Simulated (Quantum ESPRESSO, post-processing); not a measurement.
# Si/GaAs(110) interfaces, stepped through the in-plane cubic lattice constant, part 10 of 10

Wanted: a table for Si/GaAs(110) interfaces against the in-plane cubic lattice constant, and what can be fitted to it.

Quantum ESPRESSO 7.5; plane-wave DFT, LDA, GBRV ultrasoft pseudopotentials.

So far. Step 25 (Variable-cell relaxation, 5.696 Å):  The last row is no step: it is a fresh SCF in the final cell with a new plane-wave basis, +1 meV from the row before.

### 26. SCF with pw.x, 5.696 Å

m7.bulk.in

```
&control
  prefix = 'm7.bulk'
  outdir = './out'
  pseudo_dir = './pseudo'
  calculation = 'scf'
  tprnfor = .true.
/
&system
  ibrav = 0
  nat = 4
  ntyp = 2
  ecutwfc = 40
  ecutrho = 200
  occupations = 'smearing'
  smearing = 'fd'
  degauss = 0.002
  nbnd = 28
/
&electrons
  conv_thr = 1e-09
  mixing_beta = 0.4
  electron_maxstep = 120
/
ATOMIC_SPECIES
  Ga  69.7230  ga_lda_v1.4.uspp.F.UPF
  As  74.9216  as_lda_v1.uspp.F.UPF
CELL_PARAMETERS angstrom
  5.69600000000000 0.00000000000000 0.00000000000000
  0.00000000000000 4.02768022600000 0.00000000000000
  0.00000000000000 0.00000000000000 3.94606167900000
ATOMIC_POSITIONS crystal
  Ga  0.001392344400 0.000000000000 0.000000000000
  As  0.248607798600 0.500000000000 0.000000000000
  Ga  0.501392056100 0.500000000000 0.500000000000
  As  0.748607800900 0.000000000000 0.500000000000
K_POINTS automatic
  6 8 8 0 0 0
```

Run with:

```sh
> OMP_NUM_THREADS=1 mpirun -n 4 pw.x -nk 4 -in m7.bulk.in > m7.bulk.out
```

The program printed:

```text
[banner, memory and clock lines left out]
Program PWSCF v.7.5 starts
[...]
Message from routine setup:
[...]
number of electrons       =        48.00
     number of Kohn-Sham states=           28
     kinetic-energy cutoff     =      40.0000  Ry
     charge density cutoff     =     200.0000  Ry
[...]
number of k points=   100  Fermi-Dirac smearing, width (Ry)=  0.0020
[...]
Dense  grid:    29127 G-vectors     FFT dimensions: (  50,  36,  36)
[...]
Starting wfcs are   32 randomized atomic wfcs
[...]
estimated scf accuracy    <      13.04307477 Ry
[...]
estimated scf accuracy    <       1.55147807 Ry
[...]
estimated scf accuracy    <       0.15068737 Ry
[...]
estimated scf accuracy    <       0.00621203 Ry
[...]
estimated scf accuracy    <       0.00035918 Ry
[...]
estimated scf accuracy    <       0.00005165 Ry
[...]
estimated scf accuracy    <       0.00001453 Ry
[...]
estimated scf accuracy    <       0.00000154 Ry
[...]
estimated scf accuracy    <       0.00000005 Ry
[...]
estimated scf accuracy    <       0.00000004 Ry
[...]
estimated scf accuracy    <          7.0E-09 Ry
[...]
the Fermi energy is     7.1379 ev
!    total energy              =    -909.64763299 Ry
     estimated scf accuracy    <          9.4E-11 Ry
     smearing contrib. (-TS)   =      -0.00000442 Ry
     internal energy E=F+TS    =    -909.64762857 Ry
[...]
one-electron contribution =    -814.90804736 Ry
     hartree contribution      =     422.59892572 Ry
     xc contribution           =    -157.75119769 Ry
     ewald contribution        =    -359.58730923 Ry
     convergence has been achieved in  12 iterations
[...]
Total force =     0.000499     Total SCF correction =     0.000004
[...]
```

The job ended after 37 s (4 MPI ranks of Arm Neoverse V1, shared host; peak memory 0.43 GiB; 2.4 min of CPU time).

Read from the output:

```
free energy                          : -12376.3865 eV
Fermi energy                         : 7.138 eV
valence top, on the run's zero       : 7.052 eV
conduction bottom, on the run's zero : 7.218 eV
gap by band count                    : 0.1665 eV
```

### 27. Self-consistent run, 5.696 Å

System of this step: Si/GaAs(110) superlattice, 6 + 6 layers, a = 5.696 Å in the plane. The cell holds 24 atoms: 12 Si, 6 Ga and 6 As. Cell: a = 5.696 Å, b = 4.028 Å, c = 23.052 Å, α = 90.0°, β = 90.0°, γ = 90.0°. The structure's axis is c.

m7.scf.in

```
&control
  prefix = 'm7.scf'
  outdir = './out'
  pseudo_dir = './pseudo'
  calculation = 'scf'
  tprnfor = .true.
/
&system
  ibrav = 0
  nat = 24
  ntyp = 3
  ecutwfc = 40
  ecutrho = 200
  occupations = 'smearing'
  smearing = 'fd'
  degauss = 0.002
/
&electrons
  conv_thr = 1e-08
  mixing_beta = 0.4
  electron_maxstep = 160
  mixing_mode = 'TF'
  mixing_ndim = 12
/
ATOMIC_SPECIES
  Si  28.0850  si_lda_v1.uspp.F.UPF
  Ga  69.7230  ga_lda_v1.4.uspp.F.UPF
  As  74.9216  as_lda_v1.uspp.F.UPF
CELL_PARAMETERS angstrom
  5.69600000000000 0.00000000000000 0.00000000000000
  0.00000000000000 4.02768022600000 0.00000000000000
  0.00000000000000 0.00000000000000 23.05242531300000
ATOMIC_POSITIONS crystal
  Si  0.004308609600 0.000000000000 0.000000000000
  Si  0.245691438200 0.500000000000 0.000000000000
  Si  0.504308567200 0.500000000000 0.081077805074
  Si  0.745691385000 0.000000000000 0.081077805074
  Si  0.004308609600 0.000000000000 0.162155610147
  Si  0.245691438200 0.500000000000 0.162155610147
  Si  0.504308567200 0.500000000000 0.243233415221
  Si  0.745691385000 0.000000000000 0.243233415221
  Si  0.004308609600 0.000000000000 0.324311220294
  Si  0.245691438200 0.500000000000 0.324311220294
  Si  0.504308567200 0.500000000000 0.405389025368
  Si  0.745691385000 0.000000000000 0.405389025368
  Ga  0.001392344400 0.000000000000 0.486466830441
  As  0.248607798600 0.500000000000 0.486466830441
  Ga  0.501392056100 0.500000000000 0.572055692034
  As  0.748607800900 0.000000000000 0.572055692034
  Ga  0.001392344400 0.000000000000 0.657644553628
  As  0.248607798600 0.500000000000 0.657644553628
  Ga  0.501392056100 0.500000000000 0.743233415221
  As  0.748607800900 0.000000000000 0.743233415221
  Ga  0.001392344400 0.000000000000 0.828822276814
  As  0.248607798600 0.500000000000 0.828822276814
  Ga  0.501392056100 0.500000000000 0.914411138407
  As  0.748607800900 0.000000000000 0.914411138407
K_POINTS automatic
  4 6 1 0 0 0
```

Run with:

```sh
> OMP_NUM_THREADS=1 mpirun -n 4 pw.x -nk 2 -in m7.scf.in > m7.scf.out
```

The program printed:

```text
[banner, memory and clock lines left out]
Program PWSCF v.7.5 starts
[...]
Message from routine setup:
[...]
number of electrons       =       192.00
     number of Kohn-Sham states=          115
     kinetic-energy cutoff     =      40.0000  Ry
     charge density cutoff     =     200.0000  Ry
[...]
number of k points=    12  Fermi-Dirac smearing, width (Ry)=  0.0020
[...]
Dense  grid:   170443 G-vectors     FFT dimensions: (  50,  36, 200)
[...]
Starting wfcs are  144 randomized atomic wfcs
[...]
negative rho (up, down):  3.477E-02 0.000E+00
[...]
estimated scf accuracy    <    1673.70460340 Ry
[...]
negative rho (up, down):  6.242E-01 0.000E+00
[...]
estimated scf accuracy    <    1159.40596356 Ry
[...]
negative rho (up, down):  5.339E-02 0.000E+00
[...]
estimated scf accuracy    <      51.42859439 Ry
[...]
negative rho (up, down):  2.797E-03 0.000E+00
[...]
estimated scf accuracy    <       4.01609384 Ry
[...]
negative rho (up, down):  9.207E-02 0.000E+00
[...]
estimated scf accuracy    <       4.09132048 Ry
[...]
negative rho (up, down):  9.812E-03 0.000E+00
[...]
estimated scf accuracy    <       4.79032734 Ry
[...]
estimated scf accuracy    <       0.41453477 Ry
[...]
estimated scf accuracy    <       0.04004996 Ry
[...]
estimated scf accuracy    <       0.01628185 Ry
[...]
estimated scf accuracy    <       0.00228080 Ry
[...]
estimated scf accuracy    <       0.00074931 Ry
[...]
estimated scf accuracy    <       0.00009598 Ry
[...]
estimated scf accuracy    <       0.00007904 Ry
[...]
estimated scf accuracy    <       0.00003605 Ry
[...]
estimated scf accuracy    <       0.00002159 Ry
[...]
estimated scf accuracy    <       0.00000574 Ry
[...]
estimated scf accuracy    <       0.00000165 Ry
[...]
estimated scf accuracy    <       0.00000149 Ry
[...]
estimated scf accuracy    <       0.00000225 Ry
[...]
estimated scf accuracy    <       0.00000023 Ry
[...]
estimated scf accuracy    <       0.00000012 Ry
[...]
estimated scf accuracy    <       0.00000001 Ry
[...]
the Fermi energy is     6.6344 ev
!    total energy              =   -2844.40814570 Ry
     estimated scf accuracy    <          4.6E-09 Ry
     smearing contrib. (-TS)   =      -0.00013534 Ry
     internal energy E=F+TS    =   -2844.40801036 Ry
[...]
one-electron contribution =   -4799.92295370 Ry
     hartree contribution      =    2463.52945858 Ry
     xc contribution           =    -524.46243932 Ry
     ewald contribution        =      16.44792407 Ry
     convergence has been achieved in  23 iterations
[...]
Total force =     0.048198     Total SCF correction =     0.000246
[...]
```

It took 7.6 min on 4 MPI ranks; peak memory 1.4 GiB.

This step gave:

* free energy: -38700.1443 eV
* energy at zero smearing: -38700.1434 eV
* Fermi energy: 6.634 eV

### 28. The line-up

This step gave:

```
mean potential in the stack, first crystal                       : 1.989 eV
valence top over the bulk's mean potential, first crystal        : 4.550 eV
conduction bottom over the bulk's mean potential, first crystal  : 4.596 eV
slope of the running mean in the stack, first crystal            : -0.002073 eV/Å
period along the stack, first crystal                            : 3.738 Å
mean potential in the stack, second crystal                      : 8.725 eV
valence top over the bulk's mean potential, second crystal       : -2.437 eV
conduction bottom over the bulk's mean potential, second crystal : -2.270 eV
slope of the running mean in the stack, second crystal           : 0.002509 eV/Å
period along the stack, second crystal                           : 3.946 Å
```

### 29. The series side by side

The series in one table:

```csv
the in-plane cubic lattice constant,valence offset (eV),conduction offset (eV),gap of the second crystal on the mesh (eV),period of the second crystal (Å)
5.332 Å,0.2237,0.1042,0.09256,4.137
5.384 Å,0.3005,0.1917,0.2737,4.086
5.436 Å,0.2225,0.2777,0.5055,4.058
5.488 Å,0.07763,0.1914,0.5067,4.032
5.54 Å,-0.05476,0.1137,0.4905,4.007
5.592 Å,-0.1775,0.04897,0.4506,3.985
5.644 Å,-0.2465,-0.03056,0.3443,3.965
5.696 Å,-0.2514,-0.1302,0.1665,3.946
```

### 30. By hand

For the member at 5.696: valence offset = (-2.437 + 8.725) − (4.550 + 1.989) = -0.251 eV, each valence top over its crystal's mean potential plus that mean in the stack.

A least-squares line through the valence offset has a slope of -1.69 eV per unit of the series and misses single members by up to 0.096 eV.

### 31. Results

```
valence offset, at 5.332 Å and at 5.696 Å                        : 0.22, -0.25 eV
conduction offset, at 5.332 Å and at 5.696 Å                     : 0.10, -0.13 eV
gap of the second crystal on the mesh, at 5.332 Å and at 5.696 Å : 0.09, 0.17 eV
period of the second crystal, at 5.332 Å and at 5.696 Å          : 4.14, 3.95 Å
```

**Reading.** The series holds 8 members (LDA, GBRV ultrasoft). From 5.332 Å to 5.696 Å the valence offset goes from 0.22 to -0.25 eV by way of 0.30 at 5.384 Å. From 5.332 Å to 5.696 Å the conduction offset goes from 0.10 to -0.13 eV by way of 0.28 at 5.436 Å. From 5.332 Å to 5.696 Å the gap of the second crystal on the mesh goes from 0.09 to 0.17 eV by way of 0.51 at 5.488 Å. From 5.332 Å to 5.696 Å the period of the second crystal falls from 4.14 to 3.95 Å. Interfaces are abrupt and unrelaxed; gaps of this level are too small; no spin-orbit coupling; edges are those of the mesh; strain splits the edges.

[Logs are printed without paths, hosts, clocks, repeated set-up lines and the standing remarks that a program may print on its own settings, such as how far it seeks lower states.]

[Hosts, paths, dates, database ids (printed as entryN), source tags and the programs' standing remarks are cut or masked in the printed files.]

[Maps of the electrostatic potential energy from Ansatz leave out the sawtooth potential of an applied field or a dipole correction, so their vacuum need not be flat; planar profiles and work functions include it.]
